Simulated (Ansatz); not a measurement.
All numbers below come from DFT PBE, scalar-relativistic, plane waves, PAW (Ansatz). The final run on the 12-atom cell used 420 eV, a Γ-centred 6×6×6 mesh, 0.02 eV smearing and no spin polarisation.

The zero of energy is the elements' standard structures at the same level; no fitted shifts are applied. The references include black phosphorus.

Task: Give a relaxed trial structure of a cubic semiconductor with formula BP, with a gap near 0.7 eV, a formation energy near −0.14 eV/atom and about 15 Å³ per atom, in a cell of 12 atoms. Its symmetry should be Pm-3n (No. 223).

Result: BP, space group Pm-3n (No. 223). B has 4 P at 1.98 Å; around P lie 4 B at 1.98 Å.

```cif
data_structure
_symmetry_space_group_name_H-M 'Pm-3n'
_symmetry_Int_Tables_number 223
_cell_length_a 5.5936
_cell_length_b 5.5936
_cell_length_c 5.5936
_cell_angle_alpha 90.000
_cell_angle_beta 90.000
_cell_angle_gamma 90.000
_cell_volume 175.02
loop_
_atom_site_label
_atom_site_type_symbol
_atom_site_symmetry_multiplicity
_atom_site_Wyckoff_symbol
_atom_site_fract_x
_atom_site_fract_y
_atom_site_fract_z
_atom_site_occupancy
B1 B 6 d 0.75000 0.50000 0.00000 1
P1 P 6 c 0.50000 0.75000 0.00000 1
```

| Quantity | Value |
| --- | --- |
| Volume per atom | 14.58 Å³ |
| Density | 2.38 g/cm³ |
| Formation energy | −0.141 eV/atom |
| Gap on the 6×6×6 mesh of the 12-atom cell | 0.67 eV |

The cell was found from a structure generator's guess, not taken from experiment. The answer needn't be unique; the calculation gave this one.

Kohn–Sham gaps at this level usually fall short of measured ones. The reference form of P is held partly by dispersion forces, which this level lacks. A structure relaxed within its symmetry needn't be a true minimum.
